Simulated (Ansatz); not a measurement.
Ge:

```
CELL_PARAMETERS angstrom
-2.57449 2.57449 1.39741
2.57449 -2.57449 1.39741
2.57449 2.57449 -1.39741
ATOMIC_POSITIONS crystal
Ge 0.50000 0.50000 0.00000
Ge 0.25000 0.75000 0.50000
```

This isn't the form of Ge at room conditions, which is diamond.

A run of Ansatz 0.2.0 on this cell left the log below. Logs are shortened: lines on timing, memory, paths and dates and some standing lists are left out, and cuts for length are marked.

```text
Warning: RAYON_NUM_THREADS=2 ignored (pool sized by the plan → 2); use --threads N
Engine: ansatz 0.2.0, aarch64-unknown-linux-gnu
Pseudopotentials: kind: paw
Pseudopotential: Ge, paw, valence charge 14, recommended cutoff 420 eV (normal), Ge.paw.azcp
Functional definition: PBEsol
  exchange = pbesol_x
  correlation = pbesol_c
Crystal: 2 atoms, lattice volume = 37.048 Å³
Basis set: ecut = 420 eV, 733 PW (Γ), exchange–correlation on 54×54×54 points (8 copies of the dense FFT grid, shifted against one another)
Bands: 18, of which v1, the nominal top of the filled ones, is band 14 counted from 1 (13 counted from 0)
Symmetry: 16 space group operations
Space group: I41/amd (ITA 141), of the structure as read, at distance tolerance 3.3e-5 Å
k-points: 126 of 1331
Non-local potential: Ge, projectors of the file, l = 0: 2, l = 1: 2, l = 2: 3, l = 3: 1
PAW form: soft (Blöchl's): semilocal exchange-correlation on the pseudo side does not see the compensation charge
PAW frozen core: Ge, regenerated for the run's functional, and the local potential with it (the file was generated under x = pbe(κ = 0.804, μ = 0.2195149727645171), c = pbe(β = 0.06672455060314922))
PAW one-centre angular grid: Ge, 590 points (default); XC on 64 Gauss nodes
Initial density: superposition of atomic densities (neutral atoms: chi_scale 0, normalization atom), corrected by the library's trained network
Initial wavefunctions: pseudopotential atomic-orbital guess
Functional: x = pbesol(κ = 0.804, μ = 0.12345679012345678), c = pbesol(β = 0.046)
SCF iter   1: F=—  HF=-8506.668823 eV  |F-HF|=—  |Δ(HF+E_count)|=         —  Δρ=2.38e-3  dr2=1.31e-3  ethr=1.77e-3  ⟨swp⟩=5.4  Hψ=9437  notcnv=0
preconditioner: auto → Kerker (q_TF=auto, 2.604 Å⁻¹)  [metal: Δε(μ)=0.010 eV  Ē_g=23.458 eV  σ=0.050 eV  W_gap=0.05  n_scr=16 (ndim 8)  ℏωp=32.3 eV  f_vac=0.000  D(μ)=1.03/eV (n_scr^D=4)]
SCF iter   2: F=—  HF=-8506.667692 eV  |F-HF|=—  |Δ(HF+E_count)|=   1.13e-3  Δρ=1.18e-3  dr2=3.74e-4  ethr=4.68e-6  ⟨swp⟩=2.0  Hψ=5020  notcnv=0
SCF iter   3: F=—  HF=-8506.667696 eV  |F-HF|=—  |Δ(HF+E_count)|=   3.32e-6  Δρ=6.39e-4  dr2=1.25e-4  ethr=1.33e-6  ⟨swp⟩=1.0  Hψ=2264  notcnv=0
SCF iter   4: F=—  HF=-8506.667689 eV  |F-HF|=—  |Δ(HF+E_count)|=   7.14e-6  Δρ=8.19e-5  dr2=2.08e-6  ethr=4.45e-7  ⟨swp⟩=2.1  Hψ=2627  notcnv=0
SCF iter   5: F=—  HF=-8506.667688 eV  |F-HF|=—  |Δ(HF+E_count)|=   3.12e-7  Δρ=1.05e-5  dr2=3.82e-8  ethr=7.42e-9  ⟨swp⟩=2.1  Hψ=2991  notcnv=0
SCF iter   6: F=-8506.667688 eV  HF=-8506.667688 eV  |F-HF|=1.60e-9  |Δ(HF+E_count)|=   9.62e-9  Δρ=2.80e-6  dr2=2.84e-9  ethr=1.37e-10  ⟨swp⟩=2.9  Hψ=7170  notcnv=0
SCF 1 converged in 6 iterations: F = -8506.667688 eV  dr2 = 2.84e-9
  greatest PAW one-centre occupation: 0.998 electrons in one spin orbital (limit 2), on the Ge atom at site 1 (counted from 0), in its partial waves of l = 2
SCF converged after 6 iterations
Free energy (F): -8506.667688 eV
Harris-Foulkes:  -8506.667688 eV  (|F-HF|=1.60e-9)
Internal energy: -8506.659651 eV  (E = F + TS)
E sigma→0 (E₀):  -8506.663670 eV
Entropy (-TS):   -0.008037 eV (-4.019 meV/atom)
Fermi energy:    11.066046 eV
--- Per-component energies (eV) ---
  E_band       = -225.371360
  E_kinetic    = 222.221620
  E_local      = -4292.196254  (includes V_loc(G=0)·N_el)
  E_nonlocal   = 836.170997
  E_hartree    = 1878.524454
  E_xc         = -150.483224
  E_vxc        = -130.042303  (∫ρ·V_xc dr)
  E_paw        = -3953.930956  (= ΣΔE_a)
  E_vpaw       = -618.576370  (= ΣTr[D̂ρ^β])
  E_aug_tail   = 0.000591  (compensation charges beyond the density's cutoff)
  E_ewald      = -3048.802751
  E_core_change = 1.835872  (= ΣΔE_core)
  E_smearing   = -0.008037  (= −TS)
  E_closure    = 0.000000  (closes the sum)
  Σ components = -8506.667688   (vs F -8506.667688, Δ=0.00e0)
--- Forces (eV/Å), atoms counted from 1 ---
  atom   1  Ge     0.00000000     0.00000000     0.00000000
  atom   2  Ge     0.00000000     0.00000000     0.00000000
  max |Σ_I F_I| component: 9.71e-17 eV/Å
--- Stress (GPa, compression-positive) ---
       -0.514825       0.000000       0.000000
        0.000000      -0.514825       0.000000
        0.000000       0.000000      -0.791020
  P = ⅓ Tr σ = -0.6069 GPa (-6.069 kbar)
--- Band table (eV; the first three rows and the last of 126) ---
  k-point 0: bands = ["-13.6743", "-13.6302", "-13.5993", "-13.5980", "-13.4923", "-13.4923", "-13.4859", "-13.4859", "-13.4238", "-13.3569", "-2.2674", "6.9772", "8.7064", "8.7064", "14.2772", "18.6337", "18.6337", "19.1917"]
  k-point 1: bands = ["-13.6699", "-13.6310", "-13.6006", "-13.5952", "-13.4942", "-13.4900", "-13.4847", "-13.4842", "-13.4265", "-13.3616", "-2.1761", "6.1644", "8.8066", "9.3042", "14.7525", "17.6453", "18.1350", "19.3088"]
  k-point 2: bands = ["-13.6570", "-13.6331", "-13.6074", "-13.5837", "-13.5003", "-13.4843", "-13.4819", "-13.4794", "-13.4343", "-13.3746", "-1.9021", "4.8019", "9.1062", "10.1191", "16.0786", "16.1955", "17.0287", "19.0875"]
  k-point 125: bands = ["-13.6362", "-13.6358", "-13.5199", "-13.5086", "-13.4982", "-13.4944", "-13.4893", "-13.4821", "-13.4821", "-13.4797", "1.8780", "2.2126", "5.1656", "5.5031", "17.2251", "17.2340", "21.5441", "21.9267"]
```

Task: Write the input and the command behind it.

Result: Single point with PBEsol, no spin polarisation. The files as run (others can give the same):

input.yaml
```yaml
crystal:
  lattice:
    - [-2.574489719, 2.574489719, 1.3974126432]
    - [2.574489719, -2.574489719, 1.3974126432]
    - [2.574489719, 2.574489719, -1.3974126432]
  atoms:
    - { symbol: Ge, position: [0.5, 0.5, 0.0] }
    - { symbol: Ge, position: [0.25, 0.75, 0.5] }
hamiltonian:
  xc: pbesol
  pseudopotentials: { kind: paw }
kpoints:
  mp_grid: { grid: [11, 11, 11] }
scf:
  occupations: { method: fermi_dirac, width: 0.05 }
output:
  forces: true
  stress: true
  eigenvalues: true
```

Potentials or basis: Ansatz PAW.
The run is started by
```console
$ ansatz run input.yaml --threads 2 --pin off --max-ram 5632MiB --backend cpu --events-out ev --progress --plain --runs-dir out
```

Caveat: the PAW data sets come from PBE, with cores solved anew for the run's functional, which leaves a small shift of forces and pressure.
